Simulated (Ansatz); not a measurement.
# SnSe (Pnma) in Ansatz: notebook, part 2 of 2

Ansatz 0.2.0. The steps go on from the part before.

### 4 Band structure, r2SCAN

input.yaml

```yaml
crystal:
  lattice:
    - [11.42, 0.0, 0.0]
    - [0.0, 4.19, 0.0]
    - [0.0, 0.0, 4.46]
  atoms:
    - { symbol: Sn, position: [0.877, 0.75, 0.909] }
    - { symbol: Sn, position: [0.623, 0.25, 0.409] }
    - { symbol: Sn, position: [0.377, 0.75, 0.591] }
    - { symbol: Sn, position: [0.123, 0.25, 0.091] }
    - { symbol: Se, position: [0.643, 0.75, 0.984] }
    - { symbol: Se, position: [0.857, 0.25, 0.484] }
    - { symbol: Se, position: [0.143, 0.75, 0.516] }
    - { symbol: Se, position: [0.357, 0.25, 0.016] }
hamiltonian:
  xc: r2scan
  pseudopotentials: { kind: paw }
kpoints:
  mp_grid: { grid: [3, 6, 6] }
  band_path:
    path:
      - [[0.0, 0.0, 0.0], [0.0, 0.5, 0.0], [0.0, 0.5, 0.5], [0.0, 0.0, 0.5], [0.0, 0.0, 0.0], [0.5, 0.0, 0.0], [0.5, 0.5, 0.0], [0.5, 0.5, 0.5], [0.5, 0.0, 0.5], [0.5, 0.0, 0.0]]
      - [[0.0, 0.0, 0.5], [0.5, 0.0, 0.5]]
      - [[0.5, 0.5, 0.0], [0.0, 0.5, 0.0]]
      - [[0.0, 0.5, 0.5], [0.5, 0.5, 0.5]]
    npoints: 10
scf:
  occupations: { method: fermi_dirac, width: 0.05 }
  n_extra_bands: 20
output:
  forces: true
  stress: true
  eigenvalues: true
  fatbands: true
```

Potentials or basis: Ansatz PAW.

Launch:

```console
$ ansatz run input.yaml --threads 4 --pin off --max-ram 11264MiB --backend cpu --events-out ev --progress --plain --runs-dir out
```

The log of the run:

```text
Warning: RAYON_NUM_THREADS=4 ignored (pool sized by the plan → 4); use --threads N
scf.n_extra_bands = 20 over 60 filled bands (N_el = 120.0): the run solves 80 bands
Engine: ansatz 0.2.0, x86_64-unknown-linux-gnu
Pseudopotentials: kind: paw
Pseudopotential: Sn, paw, valence charge 14, recommended cutoff 500 eV (meta_gga), Sn.paw.azcp
Pseudopotential: Se, paw, valence charge 16, recommended cutoff 500 eV (meta_gga), Se.paw.azcp
Functional definition: r2SCAN
  parameter k0 = 0.174
  parameter k1 = 0.065
  parameter a1 = 4.9479
  exchange = r2scan_x(k0 = k0, k1 = k1, a1 = a1)
  correlation = r2scan_c
Crystal: 8 atoms, lattice volume = 213.410 Å³
Basis set: ecut = 500 eV, 5395 PW (Γ), exchange–correlation on 360×128×144 points (64 copies of the dense FFT grid, shifted against one another)
Bands: 80, of which v1, the nominal top of the filled ones, is band 60 counted from 1 (59 counted from 0)
Symmetry: 8 space group operations
Space group: Pnma (ITA 62), of the structure as read, at distance tolerance 6.0e-5 Å
k-points: 32 of 108
Non-local potential: Sn, projectors of the file, l = 0: 2, l = 1: 2, l = 2: 2, l = 3: 2
Non-local potential: Se, projectors of the file, l = 0: 2, l = 1: 2, l = 2: 3, l = 3: 1
PAW form: soft (Blöchl's): semilocal exchange-correlation on the pseudo side does not see the compensation charge
PAW frozen core: Sn, regenerated for the run's functional (the file was generated under x = pbe(κ = 0.804, μ = 0.2195149727645171), c = pbe(β = 0.06672455060314922))
PAW frozen core: Se, regenerated for the run's functional (the file was generated under x = pbe(κ = 0.804, μ = 0.2195149727645171), c = pbe(β = 0.06672455060314922))
PAW one-centre angular grid: Sn, 590 points (default); XC on 249 of its mesh's 2787 points in the sphere
PAW one-centre angular grid: Se, 590 points (default); XC on 160 Gauss nodes
Initial density: superposition of atomic densities (neutral atoms: chi_scale 0, normalization atom), corrected by the library's trained network
Initial wavefunctions: pseudopotential atomic-orbital guess
Functional: x = r2scan, c = r2scan; τ floored in thin density (d = 2e-4 eV/Å³)
SCF iter   1: F=—  HF=-46070.551279 eV  |F-HF|=—  |Δ(HF+E_count)|=         —  Δρ=5.22e-3  dr2=6.59e-2  dr2_τ=1.51e-2  ethr=1.77e-3  ⟨swp⟩=6.2  Hψ=10081  notcnv=0  defer=196
preconditioner: auto → Resta (q_TF=auto, 2.479 Å⁻¹)  ε∞=2.4  [insulator: Δε(μ)=0.810 eV  Ē_g=19.378 eV  σ=0.050 eV  W_gap=1.00  n_scr=56 (ndim 8)  ℏωp=22.7 eV  f_vac=0.001  D(μ)=0.00/eV (n_scr^D=0)  ε∞_Penn≈2.4]
SCF iter   2: F=—  HF=-46070.591330 eV  |F-HF|=—  |Δ(HF+E_count)|=   4.01e-2  Δρ=2.40e-3  dr2=1.18e-2  dr2_τ=3.93e-4  ethr=5.49e-5  ⟨swp⟩=3.0  Hψ=5131  notcnv=0  defer=386
SCF iter   3: F=—  HF=-46070.593079 eV  |F-HF|=—  |Δ(HF+E_count)|=   1.75e-3  Δρ=8.37e-4  dr2=1.10e-3  dr2_τ=2.65e-5  ethr=9.82e-6  ⟨swp⟩=2.0  Hψ=2634  notcnv=0  defer=386
SCF iter   4: F=—  HF=-46070.593546 eV  |F-HF|=—  |Δ(HF+E_count)|=   4.67e-4  Δρ=1.92e-4  dr2=5.88e-5  dr2_τ=1.58e-6  ethr=9.19e-7  ⟨swp⟩=2.0  Hψ=3002  notcnv=0  defer=386
SCF iter   5: F=—  HF=-46070.593627 eV  |F-HF|=—  |Δ(HF+E_count)|=   8.07e-5  Δρ=4.64e-5  dr2=5.97e-6  dr2_τ=1.98e-7  ethr=4.90e-8  ⟨swp⟩=2.6  Hψ=3416  notcnv=0  defer=386
SCF iter   6: F=—  HF=-46070.593628 eV  |F-HF|=—  |Δ(HF+E_count)|=   7.12e-7  Δρ=1.43e-5  dr2=3.91e-7  dr2_τ=2.32e-8  ethr=4.98e-9  ⟨swp⟩=2.0  Hψ=3454  notcnv=0  defer=386
SCF iter   7: F=-46070.593628 eV  HF=-46070.593628 eV  |F-HF|=1.82e-8  |Δ(HF+E_count)|=   3.96e-7  Δρ=3.38e-6  dr2=2.10e-8  dr2_τ=9.26e-10  ethr=8.33e-11  ⟨swp⟩=13.5  Hψ=14779  notcnv=0
SCF 1 converged in 7 iterations: F = -46070.593628 eV  dr2 = 2.10e-8
NSCF: frozen V_eff on 124 k-points
SCF converged after 7 iterations
Free energy (F): -46070.593628 eV
Harris-Foulkes:  -46070.593628 eV  (|F-HF|=1.82e-8)
Internal energy: -46070.593619 eV  (E = F + TS)
E sigma→0 (E₀):  -46070.593623 eV
Entropy (-TS):   -0.000010 eV (-0.001 meV/atom)
Fermi energy:    9.306830 eV
--- Per-component energies (eV) ---
  E_band       = -1967.416745
  E_kinetic    = 1217.341890
  E_local      = -13285.543485  (includes V_loc(G=0)·N_el)
  E_nonlocal   = -2514.474670
  E_hartree    = 7010.428623
  E_xc         = -1896.452461
  E_vxc        = -844.520773  (∫ρ·V_xc dr)
  E_paw        = -24324.614060  (= ΣΔE_a)
  E_vpaw       = -607.769772  (= ΣTr[D̂ρ^β])
  E_aug_tail   = -0.000846  (compensation charges beyond the density's cutoff)
  E_vtau       = 46.693019  (kinetic-family band-sum trace: ∫τ·v_τ [+ j·A + Jᵃ·Aᵃ] dr)
  E_ewald      = -12273.160808
  E_core_change = -4.117802  (= ΣΔE_core)
  E_smearing   = -0.000010  (= −TS)
  E_closure    = -0.000000  (closes the sum)
  Σ components = -46070.593628   (vs F -46070.593628, Δ=0.00e0)
--- Forces (eV/Å), atoms counted from 1 ---
  atom   1  Sn     0.13532779     0.00000000    -0.15149390
  atom   2  Sn    -0.13532779     0.00000000    -0.15149390
  atom   3  Sn     0.13532779     0.00000000     0.15149390
  atom   4  Sn    -0.13532779     0.00000000     0.15149390
  atom   5  Se    -0.06736305     0.00000000     0.17295709
  atom   6  Se     0.06736305     0.00000000     0.17295709
  atom   7  Se    -0.06736305     0.00000000    -0.17295709
  atom   8  Se     0.06736305     0.00000000    -0.17295709
  max |Σ_I F_I| component: 4.16e-17 eV/Å
--- Stress (GPa, compression-positive) ---
        3.004169       0.000000       0.000000
        0.000000       0.391219       0.000000
        0.000000       0.000000       0.541463
  P = ⅓ Tr σ = 1.3123 GPa (13.123 kbar)
--- Band table (eV; the first three rows and the last of 32) ---
  k-point 0: bands = ["-39.3431", "-39.3430", "-39.3430", "-39.3429", "-39.3422", "-39.3422", "-39.3420", "-39.3420", "-39.3275", "-39.3273", "-39.3273", "-39.3272", "-39.3202", "-39.3201", "-39.3200", "-39.3199", "-39.3154", "-39.3153", "-39.3151", "-39.3151", "-13.2129", "-13.2022", "-13.1981", "-13.1978", "-13.1954", "-13.1923", "-13.1920", "-13.1866", "-13.1780", "-13.1755", "-13.1679", "-13.1576", "-13.1543", "-13.1509", "-13.1325", "-13.1289", "-13.1208", "-13.1184", "-13.1173", "-13.1065", "-5.5121", "-5.1730", "-4.3714", "-3.8836", "1.4852", "2.5991", "3.4101", "3.7457", "3.7656", "5.2611", "5.3066", "5.3653", "5.7986", "5.8914", "6.5031", "6.9106", "7.1837", "7.6448", "8.0430", "8.2816", "9.9062", "12.1741", "12.2672", "12.2782", "12.4976", "12.5167", "13.5545", "13.7110", "13.8148", "13.8907", "14.5237", "15.1773", "15.2402", "15.3179", "15.8101", "16.0805", "16.1926", "16.9430", "17.7292", "17.8412"]
  k-point 1: bands = ["-39.3431", "-39.3430", "-39.3430", "-39.3429", "-39.3422", "-39.3422", "-39.3421", "-39.3420", "-39.3275", "-39.3273", "-39.3273", "-39.3272", "-39.3201", "-39.3201", "-39.3200", "-39.3199", "-39.3154", "-39.3153", "-39.3152", "-39.3151", "-13.2113", "-13.2009", "-13.1990", "-13.1982", "-13.1947", "-13.1944", "-13.1926", "-13.1879", "-13.1752", "-13.1717", "-13.1671", "-13.1581", "-13.1541", "-13.1517", "-13.1325", "-13.1281", "-13.1220", "-13.1194", "-13.1165", "-13.1072", "-5.3913", "-5.0613", "-4.3629", "-3.9185", "1.0887", "2.3141", "2.6528", "3.3380", "3.8305", "5.4587", "5.4919", "5.9690", "5.9703", "6.5525", "6.6170", "7.1942", "7.2447", "7.7896", "8.1653", "8.2691", "10.0245", "11.2536", "11.7508", "11.9767", "12.2958", "12.5804", "13.0044", "13.0310", "13.7058", "13.9704", "14.3647", "14.3982", "14.7151", "15.4175", "15.8670", "16.1250", "16.8683", "17.1842", "17.4424", "18.2993"]
  k-point 2: bands = ["-39.3431", "-39.3430", "-39.3430", "-39.3429", "-39.3422", "-39.3421", "-39.3421", "-39.3420", "-39.3274", "-39.3273", "-39.3273", "-39.3272", "-39.3201", "-39.3201", "-39.3200", "-39.3199", "-39.3153", "-39.3153", "-39.3152", "-39.3151", "-13.2072", "-13.2011", "-13.1994", "-13.1985", "-13.1980", "-13.1941", "-13.1938", "-13.1911", "-13.1678", "-13.1649", "-13.1640", "-13.1597", "-13.1552", "-13.1537", "-13.1314", "-13.1263", "-13.1250", "-13.1215", "-13.1144", "-13.1090", "-5.0685", "-4.7604", "-4.4202", "-4.0682", "0.5899", "1.4521", "1.9199", "2.5587", "4.3203", "5.7139", "5.9956", "6.4262", "6.7994", "6.8300", "6.9449", "7.2722", "7.6043", "8.1620", "8.4342", "8.8928", "10.1115", "10.5801", "10.6263", "10.7399", "11.5633", "11.6072", "12.1347", "12.1482", "13.0535", "13.0572", "14.4926", "14.9081", "15.5166", "16.0004", "16.5800", "17.0348", "17.1650", "17.5900", "17.9244", "18.0781"]
  k-point 31: bands = ["-39.3430", "-39.3430", "-39.3430", "-39.3430", "-39.3420", "-39.3420", "-39.3420", "-39.3420", "-39.3273", "-39.3273", "-39.3273", "-39.3273", "-39.3201", "-39.3201", "-39.3201", "-39.3201", "-39.3152", "-39.3152", "-39.3152", "-39.3152", "-13.2200", "-13.2200", "-13.2171", "-13.2171", "-13.1825", "-13.1825", "-13.1805", "-13.1805", "-13.1663", "-13.1663", "-13.1627", "-13.1627", "-13.1446", "-13.1446", "-13.1374", "-13.1374", "-13.1160", "-13.1160", "-13.1125", "-13.1125", "-4.1572", "-4.1572", "-4.1531", "-4.1531", "1.9919", "1.9919", "2.0664", "2.0664", "3.8779", "3.8779", "4.1887", "4.1887", "4.8887", "4.8887", "5.2120", "5.2120", "6.9845", "6.9845", "7.3531", "7.3531", "11.8040", "11.8040", "11.9851", "11.9851", "13.9736", "13.9736", "13.9749", "13.9749", "15.5372", "15.5372", "15.7261", "15.7261", "15.8163", "15.8163", "16.6388", "16.6388", "18.9927", "18.9927", "19.5566", "19.5566"]
```

Run time: 59 s. Hardware: 4 threads of Intel Xeon at 2.70GHz, shared host; peak memory 1.9 GiB.

What came out:

| Item | Value |
| --- | --- |
| Free energy | -46070.5936 eV |
| Pressure | 1.3 GPa |
| Largest force | 0.203 eV/Å |
| Band gap on the k mesh | 0.83 eV, indirect (least direct gap 0.99 eV) |
| Band gap along the path | 0.86 eV, indirect (least direct gap 1.00 eV) |

Forces in eV/Å, atoms in the order of the input:
```
Sn   0.135  0.000 -0.151
Sn  -0.135  0.000 -0.151
Sn   0.135  0.000  0.151
Sn  -0.135  0.000  0.151
Se  -0.067  0.000  0.173
Se   0.067  0.000  0.173
Se  -0.067  0.000 -0.173
Se   0.067  0.000 -0.173
```

Levels at the corners of the path, in eV from the valence-band top:
```csv
point,band 57,band 58,band 59,band 60,band 61,band 62,band 63,band 64
Γ,-1.71,-1.25,-0.85,-0.61,1.01,3.28,3.37,3.38
X,-1.04,-1.04,-0.80,-0.80,1.16,1.16,1.70,1.70
S,-2.37,-2.37,-1.61,-1.61,3.13,3.13,3.38,3.38
Y,-0.73,-0.73,-0.25,-0.25,1.49,1.49,1.76,1.76
Γ,-1.71,-1.25,-0.85,-0.61,1.01,3.28,3.37,3.38
Z,-1.99,-1.99,-0.70,-0.70,2.94,2.94,3.10,3.10
U,-1.03,-1.03,-1.03,-1.03,1.65,1.65,1.65,1.65
R,-1.65,-1.65,-1.65,-1.65,2.92,2.92,2.92,2.92
T,-0.55,-0.55,-0.23,-0.23,1.47,1.47,1.82,1.82
Z,-1.99,-1.99,-0.70,-0.70,2.94,2.94,3.10,3.10
Y,-0.73,-0.73,-0.25,-0.25,1.49,1.49,1.76,1.76
T,-0.55,-0.55,-0.23,-0.23,1.47,1.47,1.82,1.82
U,-1.03,-1.03,-1.03,-1.03,1.65,1.65,1.65,1.65
X,-1.04,-1.04,-0.80,-0.80,1.16,1.16,1.70,1.70
S,-2.37,-2.37,-1.61,-1.61,3.13,3.13,3.38,3.38
R,-1.65,-1.65,-1.65,-1.65,2.92,2.92,2.92,2.92
```

Caveat: spin-orbit coupling is left out, which moves the levels of the heavy elements; the PAW data sets come from PBE, with cores solved anew for the run's functional, which leaves a small shift of forces and pressure.

### 5 Band structure, BLYP

input.yaml: that of step 4 with these lines changed.

```diff
@@ -15,3 +15,3 @@
 hamiltonian:
-  xc: r2scan
+  xc: blyp
   pseudopotentials: { kind: paw }
@@ -33,2 +33,6 @@
   eigenvalues: true
-  fatbands: true
+  fatbands: false
+  write_density: true
+  write_potential: true
+  elf: true
+  volumetric_format: npy
```

Launch:

```console
$ ansatz run input.yaml --threads 4 --pin off --max-ram 11264MiB --backend cpu --events-out ev --progress --plain --runs-dir out
```

It took 29 s on 4 threads of Intel Xeon at 2.70GHz, shared host; peak memory 1.5 GiB.

Results (log left out):

| Property | Result |
| --- | --- |
| Free energy | -46086.0348 eV |
| Pressure | 6.5 GPa |
| Largest force | 0.358 eV/Å |
| Band gap on the k mesh | 0.66 eV, indirect (least direct gap 0.84 eV) |
| Band gap along the path | 0.67 eV, indirect (least direct gap 0.92 eV) |

Forces in eV/Å, atoms in the order of the input:
```
Sn   0.357  0.000 -0.021
Sn  -0.357  0.000 -0.021
Sn   0.357  0.000  0.021
Sn  -0.357  0.000  0.021
Se  -0.298  0.000  0.013
Se   0.298  0.000  0.013
Se  -0.298  0.000 -0.013
Se   0.298  0.000 -0.013
```

Stress tensor (GPa, compression positive):
```
8.52 0.00 0.00
0.00 5.65 0.00
0.00 0.00 5.36
```

Levels at the corners of the path, in eV from the valence-band top:
| point | band 58 | band 59 | band 60 | band 61 | band 62 | band 63 |
| --- | --- | --- | --- | --- | --- | --- |
| Γ | -1.19 | -0.75 | -0.55 | 0.89 | 3.03 | 3.28 |
| X | -0.98 | -0.75 | -0.75 | 1.05 | 1.05 | 1.43 |
| S | -2.19 | -1.47 | -1.47 | 2.92 | 2.92 | 3.18 |
| Y | -0.71 | -0.30 | -0.30 | 1.33 | 1.33 | 1.63 |
| Γ | -1.19 | -0.75 | -0.55 | 0.89 | 3.03 | 3.28 |
| Z | -1.77 | -0.61 | -0.61 | 2.77 | 2.77 | 3.00 |
| U | -0.98 | -0.98 | -0.98 | 1.48 | 1.48 | 1.48 |
| R | -1.51 | -1.51 | -1.51 | 2.76 | 2.76 | 2.76 |
| T | -0.49 | -0.31 | -0.31 | 1.34 | 1.34 | 1.69 |
| Z | -1.77 | -0.61 | -0.61 | 2.77 | 2.77 | 3.00 |
| Y | -0.71 | -0.30 | -0.30 | 1.33 | 1.33 | 1.63 |
| T | -0.49 | -0.31 | -0.31 | 1.34 | 1.34 | 1.69 |
| U | -0.98 | -0.98 | -0.98 | 1.48 | 1.48 | 1.48 |
| X | -0.98 | -0.75 | -0.75 | 1.05 | 1.05 | 1.43 |
| S | -2.19 | -1.47 | -1.47 | 2.92 | 2.92 | 3.18 |
| R | -1.51 | -1.51 | -1.51 | 2.76 | 2.76 | 2.76 |

Caveat: spin-orbit coupling is left out, which moves the levels of the heavy elements; the PAW data sets come from PBE, with cores solved anew for the run's functional, which leaves a small shift of forces and pressure.

### 6 The runs side by side

```tsv
level	cutoff (eV)	gap on the mesh (eV)	pressure (GPa)	largest force (eV/Å)
revPBE	420	0.57	3.6	0.34
RPBE	420	0.58	4.1	0.35
r2SCAN	500	0.83	1.3	0.20
BLYP	420	0.66	6.5	0.36
```

Alike in all rows: task band structure; potentials or basis Ansatz PAW; no spin polarisation; cell as given; k mesh 3 × 6 × 6; smearing fermi-dirac 0.05 eV.

On the cell as given the gap runs from 0.57 eV (revPBE) to 0.83 eV (r2SCAN). The pressure there spans 1.3 GPa (r2SCAN) to 6.5 GPa (BLYP); a positive pressure means that this level wants a larger cell, a negative one a smaller.

Caveats: spin-orbit coupling is left out, which moves the levels of the heavy elements; the PAW data sets come from PBE, with cores solved anew for the run's functional, which leaves a small shift of forces and pressure.

Absolute energies hang on the potentials; compare differences alone.

### 7 Comparison with measurements

Step 2. The gap isn't set beside the deposited one, since this odd mesh misses points on the zone boundary.

Step 3. The gap isn't set beside the deposited one, since this odd mesh misses points on the zone boundary.

Step 4. The gap isn't set beside the deposited one, since this odd mesh misses points on the zone boundary.

Step 5. Measured gap of SnSe: 0.99 eV (indirect; 20 K; “Linear dichroism of the optical properties of SnS and SnSe van der Waals crystals”, 2024, arxiv:2409.17412). This calculation gives 0.67 eV (-0.32 eV). 2 values of this kind are on record (0.89 to 0.99 eV); this one was drawn at random. Spin-orbit coupling on Se, Sn is left out. The value is that of BLYP, without temperature or zero-point motion. Semilocal functionals fall short of measured gaps as a rule.
